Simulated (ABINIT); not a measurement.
**GaAs (F-43m): a worked LO-TO splitting**

Aim: work out the LO frequency and the static dielectric constant of GaAs (F-43m) from one linear-response run, then check them.

Calculated with ABINIT 10.8.3; DFT LDA, scalar-relativistic, plane waves, HGH norm-conserving pseudopotentials.

## (1) The relaxed structure

Symmetry: F-43m, No. 216, cubic system. Conventional cell: a = 5.528 Å, b = 5.528 Å, c = 5.528 Å, α = 90.00°, β = 90.00°, γ = 90.00°. Ga has 4 As at 2.39 Å nearest. Nearest to As lie 4 Ga at 2.39 Å. Farther neighbours are not listed.

This is the cell after its relaxation at this level of theory, not the database cell from which that began.

## (2) What the response run gave

A linear-response run on the relaxed cell, with the response to an electric field; only its zone-centre results are used. Cutoff 20 Ha, k mesh 12×12×12.

Numbers of over 12 decimals in the logs are rounded to 6 here.

The program printed:

```text
[banners, grids, parts of the stress and lines that vanish by symmetry left out]
- input  file    -> dfpt_gamma.abi
- output file    -> dfpt_gamma.abo
- root for input  files -> dfpt_gammai
[...]
DATASET    1 : space group F-4 3 m (#216); Bravais cF (face-center cubic)
[...]
nfft =       27000          nkpt =         868
[...]
DATASET    2 : space group F-4 3 m (#216); Bravais cF (face-center cubic)
[...]
nfft =       27000          nkpt =         868
[...]
== DATASET  1 ==================================================================
[...]
cutoff_energies: {ecut:  20.0, pawecutdg:  -1.0, }
[...]
Exchange-correlation functional for the present dataset will be:
  LDA: Perdew-Wang 92 LSD fit to Ceperley-Alder data - ixc=7
[...]
- 33.00000   5.00000     10605                znucl, zion, pspdat
[...]
Perturbation : derivative vs k along direction   1
[...]
-ETOT  1  -9.283204     -9.283E+00 8.594E-01 0.000E+00
 ETOT  2  -9.310761     -2.756E-02 1.459E-01 0.000E+00
 ETOT  3  -9.311428     -6.672E-04 1.289E-02 0.000E+00
 ETOT  4  -9.311487     -5.902E-05 1.716E-03 0.000E+00
 ETOT  5  -9.311494     -7.503E-06 1.887E-04 0.000E+00
[...]
At SCF step   25   max residual=  1.00E-20 < tolwfr=  1.00E-20 =>converged.
[...]
Perturbation : derivative vs k along direction   2
[...]
-ETOT  1  -9.284140     -9.284E+00 1.036E+00 0.000E+00
[...]
At SCF step   24   max residual=  1.00E-20 < tolwfr=  1.00E-20 =>converged.
[...]
Perturbation : derivative vs k along direction   3
[...]
-ETOT  1  -9.283187     -9.283E+00 8.542E-01 0.000E+00
[...]
At SCF step   25   max residual=  1.00E-20 < tolwfr=  1.00E-20 =>converged.
[...]
1        1       4.0495908119   -0.0000000000
     1        2      -2.0247954057    0.0000000000
     1        3      -2.0247954062    0.0000000000
     2        1      -2.0247954057    0.0000000000
     2        2       4.0495908119   -0.0000000000
     2        3       2.0247954063   -0.0000000000
     3        1      -2.0247954062    0.0000000000
     3        2       2.0247954063   -0.0000000000
     3        3       4.0495908125   -0.0000000000
[...]
== DATASET  2 ==================================================================
[...]
cutoff_energies: {ecut:  20.0, pawecutdg:  -1.0, }
[...]
Exchange-correlation functional for the present dataset will be:
  LDA: Perdew-Wang 92 LSD fit to Ceperley-Alder data - ixc=7
[...]
Perturbation : displacement of atom   1   along direction   1
[...]
Perturbation : displacement of atom   2   along direction   1
[...]
-ETOT  1   27.507009702372     -1.464E+02 7.848E-01 4.057E+04
[...]
At SCF step   11       vres2   =  7.35E-12 < tolvrs=  1.00E-10 =>converged.
[...]
Perturbation : homogeneous electric field along direction   1
[...]
-ETOT  1  -279.29244673805     -2.793E+02 3.238E+02 1.425E+04
[...]
ETOT  9  -289.72539910324     -1.379E-08 3.532E-07 4.604E-09
 ETOT 10  -289.72539910458     -1.339E-09 3.602E-08 6.843E-11
 At SCF step   10       vres2   =  6.84E-11 < tolvrs=  1.00E-10 =>converged.
[...]
Dielectric tensor, in cartesian coordinates,
[...]
1    4   1    4        12.7711294156        -0.0000000000
   1    4   2    4        -0.0000000000        -0.0000000000
   1    4   3    4        -0.0000000000        -0.0000000000
   2    4   1    4        -0.0000000000        -0.0000000000
   2    4   2    4        12.7711294156        -0.0000000000
   2    4   3    4        -0.0000000000        -0.0000000000
   3    4   1    4        -0.0000000000        -0.0000000000
   3    4   2    4         0.0000000000        -0.0000000000
   3    4   3    4        12.7711294156        -0.0000000000
  Effective charges, in cartesian coordinates,
[...]
1    1   1    4         1.9994874519         0.0000000000
   2    1   1    4        -0.0000000000         0.0000000000
   3    1   1    4         0.0000000000         0.0000000000
   1    2   1    4        -2.0278514091         0.0000000000
   2    2   1    4         0.0000000000         0.0000000000
[...]
Effective charges, in cartesian coordinates,
[...]
2    4   1    2        -0.0000000000         0.0000000000
   3    4   1    2        -0.0000000000         0.0000000000
   1    4   2    2         0.0000000000         0.0000000000
   2    4   2    2        -2.0278502728         0.0000000000
   3    4   2    2        -0.0000000000         0.0000000000
   1    4   3    2         0.0000000000         0.0000000000
   2    4   3    2        -0.0000000000         0.0000000000
   3    4   3    2        -2.0278502728         0.0000000000
  Phonon wavevector (reduced coordinates) :  0.00000  0.00000  0.00000
 Phonon energies in Hartree :
[...]
Phonon frequencies in cm-1    :
- -1.193535E+00 -1.193535E+00 -1.193535E+00  2.717133E+02  2.717133E+02
-  2.717133E+02
  Phonon at Gamma, with non-analyticity in the
[...]
Phonon energies in Hartree :
[...]
Phonon frequencies in cm-1    :
- -1.193535E+00 -1.193535E+00 -9.882820E-01  2.717133E+02  2.717133E+02
-  2.899432E+02
  Phonon at Gamma, with non-analyticity in the
[...]
Phonon energies in Hartree :
[...]
Phonon frequencies in cm-1    :
- -1.193535E+00 -1.193535E+00 -9.882821E-01  2.717133E+02  2.717133E+02
-  2.899432E+02
  Phonon at Gamma, with non-analyticity in the
[...]
Phonon energies in Hartree :
[...]
Phonon frequencies in cm-1    :
- -1.193535E+00 -1.193535E+00 -9.882821E-01  2.717133E+02  2.717133E+02
-  2.899432E+02
[...]
fcart2     0.0000000000E+00  0.0000000000E+00  0.0000000000E+00
           strten2     0.0000000000E+00  0.0000000000E+00  0.0000000000E+00
================================================================================
```

| quantity | value |
| --- | --- |
| cell volume Ω (Å³) | 42.229 |
| mass of Ga (u) | 69.723 |
| mass of As (u) | 74.922 |
| Born charge of Ga, raw (e) | 2.000 |
| Born charge of As, raw (e) | -2.028 |
| ε∞ | 12.771 |
| ω(TO) after the sum rule (cm⁻¹) | 271.7 |

## (3) The calculation

The charges must sum to zero over the cell; taking off their mean, -0.014 e, leaves Z* = 2.014 e on Ga. In the polar mode Ga moves against As, so the reduced mass is μ = 69.72 × 74.92 / 144.64 = 36.114 u.

A longitudinal wave builds up a field that adds to the restoring force: ω(LO)² = ω(TO)² + 4π Z*² / (μ Ω ε∞), in Hartree atomic units. With μ = 65833 electron masses and Ω = 284.98 bohr³ the second term is 2.1268e-07 Ha², or 10244 cm⁻² (1 Ha = 219474.6 cm⁻¹).

So ω(LO) = √(73832 + 10244) = 290.0 cm⁻¹, and by the Lyddane-Sachs-Teller relation ε₀ = ε∞ (ω(LO)/ω(TO))² = 14.54.

## (4) Check against the program

The analysis program adds the same non-analytic term to the full matrix.

The program printed:

```text
[banners, grids, parts of the stress and lines that vanish by symmetry left out]
-outvars_anaddb: echo values of input variables ----------------------

 Flags :
[...]
Dielectric Tensor and Effective Charges
[...]
Effective charge tensors after
[...]
Phonon wavevector (reduced coordinates) :  0.00000  0.00000  0.00000
 Phonon energies in Hartree :
[...]
Phonon energies in meV     :
-  0.000000E+00  0.000000E+00  0.000000E+00  3.368846E+01  3.368846E+01
-  3.368846E+01
 Phonon frequencies in cm-1    :
-  0.000000E+00  0.000000E+00  0.000000E+00  2.717158E+02  2.717158E+02
-  2.717158E+02
 Phonon frequencies in Thz     :
-  0.000000E+00  0.000000E+00  0.000000E+00  8.145834E+00  8.145834E+00
-  8.145834E+00
 Phonon energies in Kelvin  :
-  0.000000E+00  0.000000E+00  0.000000E+00  3.909384E+02  3.909384E+02
-  3.909384E+02
[...]
-  1  0.00000000E+00  0.00000000E+00 -1.94746137E-03
-     0.00000000E+00  0.00000000E+00  0.00000000E+00
-  2  0.00000000E+00  0.00000000E+00 -1.94746137E-03
-     0.00000000E+00  0.00000000E+00  0.00000000E+00
[...]
-  1  0.00000000E+00  1.94746137E-03  0.00000000E+00
-     0.00000000E+00  0.00000000E+00  0.00000000E+00
-  2  0.00000000E+00  1.94746137E-03  0.00000000E+00
-     0.00000000E+00  0.00000000E+00  0.00000000E+00
[...]
-  1  1.94746137E-03  0.00000000E+00  0.00000000E+00
-     0.00000000E+00  0.00000000E+00  0.00000000E+00
-  2  1.94746137E-03  0.00000000E+00  0.00000000E+00
-     0.00000000E+00  0.00000000E+00  0.00000000E+00
[...]
-  1  0.00000000E+00  0.00000000E+00 -2.01875823E-03
-     0.00000000E+00  0.00000000E+00  0.00000000E+00
-  2  0.00000000E+00  0.00000000E+00  1.87868251E-03
-     0.00000000E+00  0.00000000E+00  0.00000000E+00
[...]
-  1  0.00000000E+00 -2.01875823E-03  0.00000000E+00
-     0.00000000E+00  0.00000000E+00  0.00000000E+00
-  2  0.00000000E+00  1.87868251E-03  0.00000000E+00
-     0.00000000E+00  0.00000000E+00  0.00000000E+00
[...]
-  1  2.01875823E-03  0.00000000E+00  0.00000000E+00
-     0.00000000E+00  0.00000000E+00  0.00000000E+00
-  2 -1.87868251E-03  0.00000000E+00  0.00000000E+00
-     0.00000000E+00  0.00000000E+00  0.00000000E+00
[...]
-     1         -0.000000     0.000000    -0.000000     0.000000
-     2          0.000000     0.000000     0.000000     0.000000
-     3          0.000000    -0.000000     0.000000     0.000000
-     4          0.000029    -0.000057    -2.845921     2.845921
-     5          0.000048    -2.845921     0.000057     2.845921
-     6          2.845921     0.000048     0.000029     2.845921
[...]
-   1     Real    0.0000E+00  0.0000E+00  0.0000E+00  0.0000E+00  0.0000E+00  0.0000E+00  0.0000E+00
[...]
-  3.594976E+01
 Phonon frequencies in cm-1    :
-  0.000000E+00  0.000000E+00  0.000000E+00  2.717158E+02  2.717158E+02
-  2.899544E+02
 Phonon frequencies in Thz     :
-  0.000000E+00  0.000000E+00  0.000000E+00  8.145834E+00  8.145834E+00
-  8.692613E+00
 Phonon energies in Kelvin  :
-  0.000000E+00  0.000000E+00  0.000000E+00  3.909384E+02  3.909384E+02
-  4.171796E+02
[...]
-  1  0.00000000E+00  0.00000000E+00 -1.94746137E-03
-     0.00000000E+00  0.00000000E+00  0.00000000E+00
-  2  0.00000000E+00  0.00000000E+00 -1.94746137E-03
-     0.00000000E+00  0.00000000E+00  0.00000000E+00
[...]
Phonon at Gamma, with non-analyticity in the
[...]
Phonon energies in Hartree :
[...]
Phonon energies in meV     :
-  0.000000E+00  0.000000E+00  0.000000E+00  3.368846E+01  3.368846E+01
-  3.594976E+01
 Phonon frequencies in cm-1    :
-  0.000000E+00  0.000000E+00  0.000000E+00  2.717158E+02  2.717158E+02
-  2.899544E+02
 Phonon frequencies in Thz     :
-  0.000000E+00  0.000000E+00  0.000000E+00  8.145834E+00  8.145834E+00
-  8.692613E+00
 Phonon energies in Kelvin  :
-  0.000000E+00  0.000000E+00  0.000000E+00  3.909384E+02  3.909384E+02
-  4.171796E+02
[...]
Phonon at Gamma, with non-analyticity in the
[...]
Phonon energies in Hartree :
[...]
Phonon energies in meV     :
-  0.000000E+00  0.000000E+00  0.000000E+00  3.368846E+01  3.368846E+01
-  3.594976E+01
 Phonon frequencies in cm-1    :
-  0.000000E+00  0.000000E+00  0.000000E+00  2.717158E+02  2.717158E+02
-  2.899544E+02
 Phonon frequencies in Thz     :
-  0.000000E+00  0.000000E+00  0.000000E+00  8.145834E+00  8.145834E+00
-  8.692613E+00
 Phonon energies in Kelvin  :
-  0.000000E+00  0.000000E+00  0.000000E+00  3.909384E+02  3.909384E+02
-  4.171796E+02
[...]
-  1  0.00000000E+00  1.94746137E-03  0.00000000E+00
-     0.00000000E+00  0.00000000E+00  0.00000000E+00
-  2  0.00000000E+00  1.94746137E-03  0.00000000E+00
-     0.00000000E+00  0.00000000E+00  0.00000000E+00
[...]
-  1  1.94746137E-03  0.00000000E+00  0.00000000E+00
-     0.00000000E+00  0.00000000E+00  0.00000000E+00
-  2  1.94746137E-03  0.00000000E+00  0.00000000E+00
-     0.00000000E+00  0.00000000E+00  0.00000000E+00
[...]
-  1  2.67091556E-04  1.27506665E-03 -1.54215821E-03
-     0.00000000E+00  0.00000000E+00  0.00000000E+00
-  2 -2.48558855E-04 -1.18659351E-03  1.43515236E-03
-     0.00000000E+00  0.00000000E+00  0.00000000E+00
[...]
-  1  1.62652553E-03 -1.04457084E-03 -5.81954694E-04
-     0.00000000E+00  0.00000000E+00  0.00000000E+00
-  2 -1.51366569E-03  9.72091126E-04  5.41574561E-04
-     0.00000000E+00  0.00000000E+00  0.00000000E+00
[...]
Direction                     Dielectric constant
[...]
0.00000   0.00000   1.00000     14.54316511
   1.00000   1.00000   1.00000     14.54316511
-
```

| quantity | by hand | program |
| --- | --- | --- |
| ω(LO) (cm⁻¹) | 290.0 | 289.9 |
| ε₀ | 14.54 | 14.54 |

## (5) Outcome

* TO mode: 271.7 cm⁻¹
* LO mode: 289.9 cm⁻¹
* static dielectric constant: 14.54

The LO mode of GaAs (F-43m) lies at 290 cm⁻¹, 18 cm⁻¹ above the TO mode; the formula meets the program within 0.1 cm⁻¹, as it must for a cubic crystal with one polar mode. ω(LO)² − ω(TO)² goes with Z*²/ε∞: an error of 5 % in ε∞ would move the LO mode by 0.8 cm⁻¹, and semilocal functionals tend to overestimate ε∞. The raw charges miss their sum by 0.028 e, a sign that the k mesh is short for the field response, so ε∞ may be some per cent too high. These are harmonic values at zero temperature, at the volume of this functional, for the structure held cubic; stability elsewhere in the zone is no part of this calculation.

[Host names and launcher messages were left out of these logs when they were recorded.]

[Logs are printed without paths, hosts, clocks, repeated set-up lines and the standing remarks that a program may print on its own settings, such as how far it seeks lower states.]

[Hosts, paths, dates, database ids (printed as entryN), source tags and the programs' standing remarks are cut or masked in the printed files.]
